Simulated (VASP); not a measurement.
C:

```
C
1.0
     0.00000    1.77745    1.77745
     1.77745    0.00000    1.77745
     1.77745    1.77745    0.00000
C
2
Direct
  0.00000 0.00000 0.00000
  0.25000 0.25000 0.25000
```

This isn't the form of C at room conditions, which is graphite.

Base run:

- Program: VASP 6.6.1
- Functional: HSE06
- Potentials or basis: VASP PAW PBE potentials, release 64 (C)
- Cutoff: 520 eV
- k mesh: 8 × 8 × 8
- Occupations: gaussian, width 0.03 eV
- Spin: no spin polarisation

Its results: band gap on the k mesh 5.32 eV, indirect (least direct gap 7.02 eV); pressure -2.8 GPa.

Task: After a change of settings the same cell gave: band gap on the k mesh 5.45 eV, indirect (least direct gap 7.05 eV); pressure 0.1 GPa. Which change was it?
A. functional from HSE06 to PBE-EpsX
B. functional from HSE06 to PBE
C. functional from HSE06 to PBE0

Result: A.

Caveats: the PAW data sets were made with another functional, which shifts forces and pressure a little.
